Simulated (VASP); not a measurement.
# PtS2 (P-3m1) in VASP: a series of runs

The runs below take PtS2 through dielectric tensor, with PBE.

All numbers are computed with VASP 6.6.1; they aren't measurements. Logs are shortened: lines on timing, memory, paths and dates and some standing lists are left out, and cuts for length are marked.

### Step 1. Starting point

Symmetry: P-3m1, No. 164, trigonal system. The conventional cell has a = 3.543 Å, b = 3.543 Å, c = 5.039 Å, α = 90.00°, β = 90.00°, γ = 120.00°. Around Pt (site symmetry -3m) lie 6 S at 2.34 Å. S (site symmetry 3m) has 3 Pt at 2.34 Å as nearest neighbours.

### Step 2. Dielectric tensor, PBE

File INCAR:

```
  PREC = Accurate
  ENCUT = 400
  EDIFF = 1E-5
  ISMEAR = 0
  SIGMA = 0.01
  LREAL = False
  LASPH = True
  NELM = 100
  ALGO = Normal
  ISIF = 2
  LWAVE = False
  LCHARG = False
  GGA = PE
  LEPSILON = True
```

File KPOINTS:

```
regular mesh
0
Gamma
  8 8 5
```

File POSCAR:

```
PtS2
1.0
    3.5432000000      0.0000000000      0.0000000000
   -1.7716000000      3.0685012107      0.0000000000
    0.0000000000      0.0000000000      5.0388000000
Pt S
1 2
Direct
    0.0000000000      0.0000000000      0.0000000000
    0.6666666667      0.3333333333      0.7730000000
    0.3333333333      0.6666666667      0.2270000000
```

Potentials or basis: VASP PAW PBE potentials, release 64 (Pt, S).

Started as:

```sh
cat potpaw_PBE.64/Pt/POTCAR potpaw_PBE.64/S/POTCAR > POTCAR
mpirun -np 1 vasp_std > vasp.out
```

OUTCAR:

```text
PREC = Accurate
   ENCUT = 400
   EDIFF = 1E-5
   ISMEAR = 0
   LREAL = False
   LASPH = True
   NELM = 100
   ISIF = 2
   GGA = PE
   LEPSILON = True

 Found     40 irreducible k-points:

 Following reciprocal coordinates:
            Coordinates               Weight
  0.000000  0.000000  0.000000      1.000000
  0.125000  0.000000  0.000000      6.000000
  0.250000  0.000000  0.000000      6.000000
  0.375000  0.000000  0.000000      6.000000
  0.500000  0.000000  0.000000      3.000000
  0.125000  0.125000  0.000000      6.000000
   k-points           NKPTS =     40   k-points in BZ     NKDIM =     40   number of bands    NBANDS=     15
   number of dos      NEDOS =    301   number of ions     NIONS =      3
   total plane-waves  NPLWV =  20736
   dimension x,y,z NGX =    24 NGY =   24 NGZ =   36
   dimension x,y,z NGXF=    48 NGYF=   48 NGZF=   72
   ions per type =               1   2
   NGX,Y,Z   is equivalent  to a cutoff of  11.26, 11.26, 11.88 a.u.
   NGXF,Y,Z  is equivalent  to a cutoff of  22.52, 22.52, 23.76 a.u.
 SYSTEM =  unknown system
   PREC   = accura    normal or accurate (medium, high low for compatibility)
   ISTART =      0    job   : 0-new  1-cont  2-samecut
   ICHARG =      2    charge: 1-file 2-atom 10-const
   ISPIN  =      1    spin polarized calculation?
   LNONCOLLINEAR =      F non collinear calculations
   LSORBIT =      F    spin-orbit coupling
   LASPH  =      T    aspherical Exc in radial PAW
   ENCUT  =  400.0 eV  29.40 Ry    5.42 a.u.   5.78  5.78  8.22*2*pi/ulx,y,z
   NELM   =    100;   NELMIN=  2; NELMDL= -5     # of ELM steps
   EDIFF  = 0.1E-04   stopping-criterion for ELM
   LREAL  =      F    real-space projection
   EDIFFG = 0.1E-03   stopping-criterion for IOM
   NSW    =      0    number of steps for IOM
   IBRION =     -1    ionic relax: 0-MD 1-quasi-New 2-CG
   NFREE  =      0    steps in history (QN), initial steepest desc. (CG)
   ISIF   =      2    stress and relaxation
   ISYM   =      2    0-nonsym 1-usesym 2-fastsym
   POTIM  = 0.5000    time-step for ionic-motion
   TEBEG  =    0.0;   TEEND  =   0.0 temperature during run
   PSTRESS=    0.0 pullay stress
   NELECT =      22.0000    total number of electrons
   NUPDOWN=      -1.0000    fix difference up-down
   EMIN   =  10.00;   EMAX   =-10.00  energy-range for DOS
   EFERMI =   0.00;   METHOD = LEGACY
   ISMEAR =     0;   SIGMA  =   0.01  broadening in eV -4-tet -1-fermi 0-gaus
   EFERMI_NEDOS =   21; number of points for ismear=-14 and -15
   IALGO  =     38    algorithm
   IMIX   =      4    mixing-type and parameters
     AMIX     =   0.40;   BMIX     =  1.00
     AMIX_MAG =   1.60;   BMIX_MAG =  1.00
  volume/ion in A,a.u.               =      18.26       123.23
  Fermi-wavevector in a.u.,A,eV,Ry     =   1.207812  2.282434 19.848315  1.458810
  Thomas-Fermi vector in A             =   2.343439
   LORBIT       =      0    0 simple, 1 ext, 2 COOP (PROOUT), +10 PAW based schemes
   GGA     = PE    functional components
   LHFCALC =     F    Hartree Fock is set to
   AEXX    =    0.0000 exact exchange contribution
   IVDW    =     0    specifies the selected vdW correction
   LEPSILON=     T    determine dielectric tensor
   LRPA    =     F    only Hartree local field effects (RPA)
 non-spin polarized calculation
 Gauss-broadening in eV      SIGMA  =   0.01
  energy-cutoff  :      400.00
  volume of cell :       54.78
 maximum number of plane-waves:      1008
 NGX is ok and might be reduce to    24
   NGX = 11   NGY = 11   NGZ = 17

--------------------------------------- Ionic step        1  -------------------------------------------

 number of electron      21.9999993 magnetization

 E-fermi :   6.7859     XC(G=0): -10.5750

 val. band max:        6.6908721292   @ k =   0.1250   0.0000   0.0000
 cond. band min:       7.6688123343   @ k =   0.0000   0.2500   0.2000
 fundamental gap:      0.9779402051
 Fermi energy:         6.7858733308

 k-point     1 :       0.0000    0.0000    0.0000
  band No.  band energies     occupation
      1      -8.8201      2.00000
      2      -5.5793      2.00000
      3      -0.2977      2.00000
      4      -0.2977      2.00000
      5      -0.1784      2.00000
      6       2.7628      2.00000
      7       2.7628      2.00000
      8       4.9462      2.00000
      9       5.5963      2.00000
     10       5.5963      2.00000
     11       6.6164      2.00000
     12       9.1958      0.00000
     13       9.1958      0.00000
     14      11.5316      0.00000
     15      12.5115      0.00000

 k-point     2 :       0.1250    0.0000    0.0000
  band No.  band energies     occupation
      1      -8.6114      2.00000
      2      -5.7114      2.00000
      3      -0.1564      2.00000
      4      -0.1322      2.00000
      5       0.0350      2.00000
      6       2.4541      2.00000
      7       2.6104      2.00000
      8       4.3673      2.00000
      9       5.5743      2.00000
     10       5.5969      2.00000
     11       6.6909      2.00000
     12       8.4811      0.00000
     13       9.0527      0.00000
     14      12.4100      0.00000
     15      13.2250      0.00000

 k-point     3 :       0.2500    0.0000    0.0000
  band No.  band energies     occupation
      1      -8.0383      2.00000
      2      -6.0115      2.00000
      3       0.1577      2.00000
      4       0.1874      2.00000
      5       0.6817      2.00000
      6       1.5417      2.00000
      7       2.4145      2.00000
      8       3.7026      2.00000
      9       5.2351      2.00000
     10       5.2383      2.00000
     11       6.0639      2.00000
     12       8.2802      0.00000
     13       9.0782      0.00000
     14      12.2944      0.00000
     15      14.4338      0.00000

 k-point     4 :       0.3750    0.0000    0.0000
  band No.  band energies     occupation
      1      -7.2934      2.00000
      2      -6.3202      2.00000
      3      -0.3113      2.00000
      4       0.4818      2.00000
      5       1.2599      2.00000
      6       1.6516      2.00000
      7       2.6218      2.00000
      8       3.4751      2.00000
      9       4.3730      2.00000
     10       4.4086      2.00000
     11       5.0371      2.00000
     12       8.4553      0.00000
     13       9.4017      0.00000
     14      12.1117      0.00000
     15      13.8947      0.00000

 k-point     5 :       0.5000    0.0000    0.0000
  band No.  band energies     occupation
      1      -6.8102      2.00000
      2      -6.5497      2.00000
      3      -0.8218      2.00000
      4       0.5633      2.00000
      5       1.4991      2.00000
      6       2.3573      2.00000
      7       3.3247      2.00000
      8       3.4261      2.00000
      9       3.5177      2.00000
     10       3.7368      2.00000
     11       4.3871      2.00000
     12       8.5262      0.00000
     13       9.5786      0.00000
     14      12.2698      0.00000
     15      13.2879      0.00000

 k-point     6 :       0.1250    0.1250    0.0000
  band No.  band energies     occupation
      1      -8.2192      2.00000
      2      -5.9241      2.00000
      3       0.0593      2.00000
      4       0.1677      2.00000
      5       0.4198      2.00000
      6       2.0454      2.00000
      7       2.1863      2.00000
      8       3.8210      2.00000
      9       5.2800      2.00000
     10       5.3727      2.00000
     11       6.6130      2.00000
     12       8.4961      0.00000
     13       8.4990      0.00000
     14      13.3073      0.00000
     15      13.4115      0.00000

 [... further k-points ...]

  FORCE on cell =-STRESS in cart. coord.  units (eV):
  Direction    XX          YY          ZZ          XY          YZ          ZX
  --------------------------------------------------------------------------------------
  -------------------------------------------------------------------------------------
  Total        3.9662783      3.9662783      3.4565297      0.0000000      0.0000000      0.0000000
  in kB      115.9964438    115.9964438    101.0885071      0.0000000      0.0000000      0.0000000
  external PRESSURE =     111.0271316 kB  Pullay stress =       0.0000000 kB

 VOLUME and BASIS-vectors are now :
 -----------------------------------------------------------------------------
  energy-cutoff  :      400.00
  volume of cell :       54.78
      direct lattice vectors                 reciprocal lattice vectors
     3.543200000  0.000000000  0.000000000     0.282230752  0.162946001  0.000000000
    -1.771600000  3.068501211  0.000000000     0.000000000  0.325892001  0.000000000
     0.000000000  0.000000000  5.038800000     0.000000000  0.000000000  0.198459951

 POSITION                                       TOTAL-FORCE (eV/Angst)
 -----------------------------------------------------------------------------------
      0.00000      0.00000      0.00000        -0.000000      0.000000      0.000000
      1.77160      1.02283      3.89499         0.000000     -0.000000     -1.212895
     -0.00000      2.04567      1.14381        -0.000000      0.000000      1.212895
 -----------------------------------------------------------------------------------
    total drift:                                0.000000     -0.000000     -0.000000

  FREE ENERGIE OF THE ION-ELECTRON SYSTEM (eV)
  ---------------------------------------------------
  free  energy   TOTEN  =       -15.2706963732 eV

  energy  without entropy=      -15.2706963732  energy(sigma->0) =      -15.27069637

 HEAD OF MICROSCOPIC STATIC DIELECTRIC TENSOR (INDEPENDENT PARTICLE, excluding Hartree and local field effects)
 ------------------------------------------------------
          19.603128     0.000000     0.000000
           0.000000    19.603128    -0.000000
           0.000000    -0.000000    12.841926
 ------------------------------------------------------

 Free energy of the ion-electron system (eV)
  ---------------------------------------------------
  ---------------------------------------------------
  free energy    TOTEN  =        -2.83867502 eV

  energy without entropy =       -2.83867502

------------------------ aborting loop because EDIFF is reached ----------------------------------------

--------------------------------------- Ionic step        2  -------------------------------------------

------------------------ aborting loop because EDIFF is reached ----------------------------------------

--------------------------------------- Ionic step        3  -------------------------------------------

 Free energy of the ion-electron system (eV)
  ---------------------------------------------------
  ---------------------------------------------------
  free energy    TOTEN  =        -1.42170376 eV

  energy without entropy =       -1.42170376

------------------------ aborting loop because EDIFF is reached ----------------------------------------

 PIEZOELECTRIC TENSOR FIELD DIRECTION 3  (e Angst)
 -----------------------------------------------------------------------------
     0.00639  0.00000  0.00000           (  0.00007  0.00000  0.00000)
     0.00000  0.00639 -0.00000           (  0.00000  0.00007  0.00000)
     0.00000 -0.00000 -0.01982           (  0.00000  0.00000 -0.00000)

 PIEZOELECTRIC TENSOR FIELD DIRECTION 3  (C/m^2)
 -----------------------------------------------------------------------------
     0.00187  0.00000  0.00000
     0.00000  0.00187 -0.00000
     0.00000 -0.00000 -0.00580

 MACROSCOPIC STATIC DIELECTRIC TENSOR (including local field effects in DFT)
 ------------------------------------------------------
          18.370119     0.000000     0.000000
           0.000000    18.370119     0.000000
           0.000000     0.000000     9.973672
 ------------------------------------------------------

 PIEZOELECTRIC TENSOR (including local field effects)  for field in x, y, z        (e  Angst)
          XX          YY          ZZ          XY          YZ          ZX
  --------------------------------------------------------------------------------
  x     0.00000     0.00000     0.00000     0.00000     0.00000     0.00000
  y     0.00000     0.00000     0.00000     0.00000     0.00000     0.00000
  z     0.00000     0.00000     0.00000     0.00000     0.00000     0.00000

 PIEZOELECTRIC TENSOR (including local field effects)  for field in x, y, z        (C/m^2)
          XX          YY          ZZ          XY          YZ          ZX
  --------------------------------------------------------------------------------
  x     0.00000     0.00000     0.00000     0.00000     0.00000     0.00000
  y     0.00000     0.00000     0.00000     0.00000     0.00000     0.00000
  z     0.00000     0.00000     0.00000     0.00000     0.00000     0.00000

 BORN EFFECTIVE CHARGES (including local field effects) (in |e|, cummulative output)
 ---------------------------------------------------------------------------------
 ion    1
    1     2.96094     0.00000     0.00000
    2     0.00000     2.96094     0.00000
    3     0.00000     0.00000    -0.56459
 ion    2
    1    -1.48047     0.00000    -0.00000
    2     0.00000    -1.48047     0.00000
    3    -0.00000     0.00000     0.28230
 ion    3
    1    -1.48047     0.00000    -0.00000
    2     0.00000    -1.48047     0.00000
    3    -0.00000     0.00000     0.28230
```

It took 89 s on 1 thread of Intel Xeon Platinum 8488C (Sapphire Rapids), shared host; peak memory 0.26 GiB.

These settings aren't checked as converged: the numbers below hold their error.

What came out:

```yaml
Band_gap_on_the_k_mesh: 0.98 eV, indirect (least direct gap 1.02 eV)
Electronic_dielectric_tensor_diagonal: 18.37, 18.37, 9.97
Born_charges_mean_of_the_diagonal: Pt +1.79; S -0.89 e
```

Caveat: spin-orbit coupling is left out, which moves the levels of the heavy elements; an odd mesh through Γ misses points on the zone boundary, where band edges often lie.

### Step 3. Dielectric tensor, PBE

Edit INCAR of step 2 so:

```diff
@@ -2,3 +2,3 @@
   ENCUT = 400
-  EDIFF = 1E-5
+  EDIFF = 1E-7
   ISMEAR = 0
```

KPOINTS is that of step 2.

POSCAR is that of step 2.

Potentials or basis: VASP PAW PBE potentials, release 64 (Pt, S).

Started as:

```sh
cat potpaw_PBE.64/Pt/POTCAR potpaw_PBE.64/S/POTCAR > POTCAR
mpirun -np 1 vasp_std > vasp.out
```

OUTCAR:

```text
PREC = Accurate
   ENCUT = 400
   EDIFF = 1E-7
   ISMEAR = 0
   LREAL = False
   LASPH = True
   NELM = 100
   ISIF = 2
   GGA = PE
   LEPSILON = True

 Found     40 irreducible k-points:

 Following reciprocal coordinates:
            Coordinates               Weight
  0.000000  0.000000  0.000000      1.000000
  0.125000  0.000000  0.000000      6.000000
  0.250000  0.000000  0.000000      6.000000
  0.375000  0.000000  0.000000      6.000000
  0.500000  0.000000  0.000000      3.000000
  0.125000  0.125000  0.000000      6.000000
   k-points           NKPTS =     40   k-points in BZ     NKDIM =     40   number of bands    NBANDS=     15
   number of dos      NEDOS =    301   number of ions     NIONS =      3
   total plane-waves  NPLWV =  20736
   dimension x,y,z NGX =    24 NGY =   24 NGZ =   36
   dimension x,y,z NGXF=    48 NGYF=   48 NGZF=   72
   ions per type =               1   2
   NGX,Y,Z   is equivalent  to a cutoff of  11.26, 11.26, 11.88 a.u.
   NGXF,Y,Z  is equivalent  to a cutoff of  22.52, 22.52, 23.76 a.u.
 SYSTEM =  unknown system
   PREC   = accura    normal or accurate (medium, high low for compatibility)
   ISTART =      0    job   : 0-new  1-cont  2-samecut
   ICHARG =      2    charge: 1-file 2-atom 10-const
   ISPIN  =      1    spin polarized calculation?
   LNONCOLLINEAR =      F non collinear calculations
   LSORBIT =      F    spin-orbit coupling
   LASPH  =      T    aspherical Exc in radial PAW
   ENCUT  =  400.0 eV  29.40 Ry    5.42 a.u.   5.78  5.78  8.22*2*pi/ulx,y,z
   NELM   =    100;   NELMIN=  2; NELMDL= -5     # of ELM steps
   EDIFF  = 0.1E-06   stopping-criterion for ELM
   LREAL  =      F    real-space projection
   EDIFFG = 0.1E-05   stopping-criterion for IOM
   NSW    =      0    number of steps for IOM
   IBRION =     -1    ionic relax: 0-MD 1-quasi-New 2-CG
   NFREE  =      0    steps in history (QN), initial steepest desc. (CG)
   ISIF   =      2    stress and relaxation
   ISYM   =      2    0-nonsym 1-usesym 2-fastsym
   POTIM  = 0.5000    time-step for ionic-motion
   TEBEG  =    0.0;   TEEND  =   0.0 temperature during run
   PSTRESS=    0.0 pullay stress
[... 186 lines left out ...]

 Free energy of the ion-electron system (eV)
  ---------------------------------------------------
  ---------------------------------------------------
  free energy    TOTEN  =        -2.83863442 eV

  energy without entropy =       -2.83863442

------------------------ aborting loop because EDIFF is reached ----------------------------------------

--------------------------------------- Ionic step        2  -------------------------------------------

------------------------ aborting loop because EDIFF is reached ----------------------------------------

--------------------------------------- Ionic step        3  -------------------------------------------

 Free energy of the ion-electron system (eV)
  ---------------------------------------------------
  ---------------------------------------------------
  free energy    TOTEN  =        -1.42166677 eV

  energy without entropy =       -1.42166677

------------------------ aborting loop because EDIFF is reached ----------------------------------------

 PIEZOELECTRIC TENSOR FIELD DIRECTION 3  (e Angst)
 -----------------------------------------------------------------------------
     0.00640  0.00000  0.00000           (  0.00007  0.00000  0.00000)
     0.00000  0.00640  0.00000           (  0.00000  0.00007 -0.00000)
     0.00000 -0.00000 -0.01980           (  0.00000 -0.00000 -0.00000)

 PIEZOELECTRIC TENSOR FIELD DIRECTION 3  (C/m^2)
 -----------------------------------------------------------------------------
     0.00187  0.00000  0.00000
     0.00000  0.00187  0.00000
     0.00000 -0.00000 -0.00579

 MACROSCOPIC STATIC DIELECTRIC TENSOR (including local field effects in DFT)
 ------------------------------------------------------
          18.369958     0.000000     0.000000
           0.000000    18.369958     0.000000
           0.000000     0.000000     9.973418
 ------------------------------------------------------

 PIEZOELECTRIC TENSOR (including local field effects)  for field in x, y, z        (e  Angst)
          XX          YY          ZZ          XY          YZ          ZX
  --------------------------------------------------------------------------------
  x     0.00000     0.00000     0.00000     0.00000     0.00000     0.00000
  y     0.00000     0.00000     0.00000     0.00000     0.00000     0.00000
  z     0.00000     0.00000     0.00000     0.00000     0.00000     0.00000

 PIEZOELECTRIC TENSOR (including local field effects)  for field in x, y, z        (C/m^2)
          XX          YY          ZZ          XY          YZ          ZX
  --------------------------------------------------------------------------------
  x     0.00000     0.00000     0.00000     0.00000     0.00000     0.00000
  y     0.00000     0.00000     0.00000     0.00000     0.00000     0.00000
  z     0.00000     0.00000     0.00000     0.00000     0.00000     0.00000

 BORN EFFECTIVE CHARGES (including local field effects) (in |e|, cummulative output)
 ---------------------------------------------------------------------------------
 ion    1
    1     2.96140     0.00000     0.00000
    2     0.00000     2.96140    -0.00000
    3     0.00000     0.00000    -0.56505
 ion    2
    1    -1.48070     0.00000     0.00000
    2     0.00000    -1.48070    -0.00000
    3     0.00000    -0.00000     0.28253
 ion    3
    1    -1.48070     0.00000     0.00000
    2     0.00000    -1.48070    -0.00000
    3     0.00000    -0.00000     0.28253
```

Wall time 2.2 min (1 thread of Intel Xeon Platinum 8488C (Sapphire Rapids), shared host); peak memory 0.26 GiB.

The run converged, but some of its settings lie outside the range that counts as converged, so its numbers aren't taken as properties of the crystal.

Results:

| Property | Result |
| --- | --- |
| Band gap on the k mesh | 0.98 eV, indirect (least direct gap 1.02 eV) |
| Electronic dielectric tensor (diagonal) | 18.37, 18.37, 9.97 |
| Born charges (mean of the diagonal) | Pt +1.79; S -0.89 e |

Caveat: spin-orbit coupling is left out, which moves the levels of the heavy elements; an odd mesh through Γ misses points on the zone boundary, where band edges often lie.

(Part 1 of 2 ends here.)
